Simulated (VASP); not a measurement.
Wanted: the native input for a VASP 6.6.1 run.

```
Task                               : band structure
Functional                         : HSE06
Potentials or basis                : VASP PAW PBE potentials, release 64 (Al, N)
Cutoff                             : 520 eV
k mesh                             : 8 × 8 × 8
Occupations                        : gaussian, width 0.02 eV
Spin                               : no spin polarisation
Ladder                             : gaps
Grid for exact exchange (PRECFOCK) : Fast
Screening parameter                : 0.2 1/A
Further INCAR settings             : ALGO = Normal; EDIFF = 1e-06
```

AlN:

```xyz
2
Lattice="0.0000 2.1840 2.1840 2.1840 0.0000 2.1840 2.1840 2.1840 0.0000" Properties=species:S:1:pos:R:3 pbc="T T T"
Al    0.0000    0.0000    0.0000
N     1.0920    1.0920    1.0920
```

Measurements of this composition are mostly on another form, of space group No. 186.

The input as run:

POSCAR

```
AlN
1.0
    0.0000000000      2.1839935596      2.1839935596
    2.1839935596      0.0000000000      2.1839935596
    2.1839935596      2.1839935596      0.0000000000
Al N
1 1
Direct
    0.0000000000      0.0000000000      0.0000000000
    0.2500000000      0.2500000000      0.2500000000
```

INCAR.step1

```
ALGO = Normal
EDIFF = 1E-5
ENCUT = 520
GGA = PE
ISIF = 2
ISMEAR = 0
KPAR = 4
LASPH = T
LCHARG = F
LREAL = F
LWAVE = T
NELM = 100
PREC = Accurate
SIGMA = 0.02
```

INCAR.step2

```
ALGO = Normal
EDIFF = 1E-6
ENCUT = 520
GGA = PE
HFSCREEN = 0.2
ISIF = 2
ISMEAR = 0
ISTART = 1
KPAR = 4
LASPH = T
LCHARG = F
LHFCALC = T
LREAL = F
LWAVE = F
NELM = 100
PREC = Accurate
PRECFOCK = Fast
SIGMA = 0.02
```

KPOINTS

```
k-points
0
Gamma
  8 8 8
```

KPOINTS_OPT

```
path GXWKGLUWLK,UX
8
line-mode
reciprocal
 0.0000000000  0.0000000000  0.0000000000  G
 0.5000000000  0.0000000000  0.5000000000  X

 0.5000000000  0.0000000000  0.5000000000  X
 0.5000000000  0.2500000000  0.7500000000  W

 0.5000000000  0.2500000000  0.7500000000  W
 0.3750000000  0.3750000000  0.7500000000  K

 0.3750000000  0.3750000000  0.7500000000  K
 0.0000000000  0.0000000000  0.0000000000  G

 0.0000000000  0.0000000000  0.0000000000  G
 0.5000000000  0.5000000000  0.5000000000  L

 0.5000000000  0.5000000000  0.5000000000  L
 0.6250000000  0.2500000000  0.6250000000  U

 0.6250000000  0.2500000000  0.6250000000  U
 0.5000000000  0.2500000000  0.7500000000  W

 0.5000000000  0.2500000000  0.7500000000  W
 0.5000000000  0.5000000000  0.5000000000  L

 0.5000000000  0.5000000000  0.5000000000  L
 0.3750000000  0.3750000000  0.7500000000  K

 0.6250000000  0.2500000000  0.6250000000  U
 0.5000000000  0.0000000000  0.5000000000  X
```

Potentials or basis: VASP PAW PBE potentials, release 64 (Al, N).

Launch:

```sh
$ cat potpaw_PBE.64/Al/POTCAR potpaw_PBE.64/N/POTCAR > POTCAR
$ cp INCAR.step1 INCAR
$ mpirun -np 4 vasp_std > vasp.out
$ cp INCAR.step2 INCAR
$ mpirun -np 4 vasp_std > vasp.out
```

Results of the run:

```yaml
Pressure: -0.6 GPa
Band_gap_on_the_k_mesh: 4.58 eV, indirect (least direct gap 5.57 eV)
Band_gap_along_the_path: 4.58 eV, indirect (least direct gap 5.57 eV)
```

Caveat: the PAW data sets were made with another functional, which shifts forces and pressure a little.

Wall time 5.1 min on 4 MPI ranks on AMD EPYC 9R45 96-Core Processor (Zen 5), on a shared host, peak memory 0.26 GiB a rank.
